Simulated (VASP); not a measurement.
A run of VASP 6.6.1 is set up as follows.

File INCAR:

```
SYSTEM = Sn
  ALGO = Normal
  EDIFF = 1E-6
  ENCUT = 500
  GGA = PS
  ICORELEVEL = 1
  ISIF = 2
  ISMEAR = 1
  KPAR = 4
  LASPH = .TRUE.
  LCHARG = .FALSE.
  LREAL = .FALSE.
  LWAVE = .FALSE.
  NELM = 100
  PREC = Accurate
  SIGMA = 0.1
```

KPOINTS

```
k-points
0
G
  4 4 4
  0 0 0
```

POSCAR

```
Sn
1.0
    0.0000000000      6.4666856000      6.4666856000
    6.4666856000      0.0000000000      6.4666856000
    6.4666856000      6.4666856000      0.0000000000
Sn
16
Direct
    0.0000000000      0.0000000000      0.0000000000
    0.0000000000      0.0000000000      0.5000000000
    0.0000000000      0.5000000000      0.0000000000
    1.0000000000      0.5000000000      0.5000000000
    0.5000000000      0.0000000000      0.0000000000
    0.5000000000      1.0000000000      0.5000000000
    0.5000000000      0.5000000000      0.0000000000
    0.5000000000      0.5000000000      0.5000000000
    0.1250000000      0.1250000000      0.1250000000
    0.1250000000      0.1250000000      0.6250000000
    0.1250000000      0.6250000000      0.1250000000
    0.1250000000      0.6250000000      0.6250000000
    0.6250000000      0.1250000000      0.1250000000
    0.6250000000      0.1250000000      0.6250000000
    0.6250000000      0.6250000000      0.1250000000
    0.6250000000      0.6250000000      0.6250000000
```

Potentials or basis: VASP PAW PBE potentials, release 64 (Sn).

Command:

```sh
$ cat potpaw_PBE.64/Sn/POTCAR > POTCAR
$ mpirun -np 4 vasp_std > vasp.out
```

Question: Predict the pressure.

Answer: 1.7 GPa.

Question: What does it give for the band gap on the k mesh?

Answer: None (metal or under the smearing width).

Core levels (eV, on the scale of the bands):
```
atom                                                                                               levels
1 Sn  1s -28998.6, 2s -4370.2, 2p -3921.8, 3s -836.5, 3p -690.0, 3d -464.7, 4s -125.6, 4p -81.4, 4d -17.7
2 Sn  1s -28998.6, 2s -4370.2, 2p -3921.8, 3s -836.5, 3p -690.0, 3d -464.7, 4s -125.6, 4p -81.4, 4d -17.7
3 Sn  1s -28998.6, 2s -4370.2, 2p -3921.8, 3s -836.5, 3p -690.0, 3d -464.7, 4s -125.6, 4p -81.4, 4d -17.7
4 Sn  1s -28998.6, 2s -4370.2, 2p -3921.8, 3s -836.5, 3p -690.0, 3d -464.7, 4s -125.6, 4p -81.4, 4d -17.7
5 Sn  1s -28998.6, 2s -4370.2, 2p -3921.8, 3s -836.5, 3p -690.0, 3d -464.7, 4s -125.6, 4p -81.4, 4d -17.7
6 Sn  1s -28998.6, 2s -4370.2, 2p -3921.8, 3s -836.5, 3p -690.0, 3d -464.7, 4s -125.6, 4p -81.4, 4d -17.7
```

Caveat: the PAW data sets were made with another functional, which shifts forces and pressure a little.
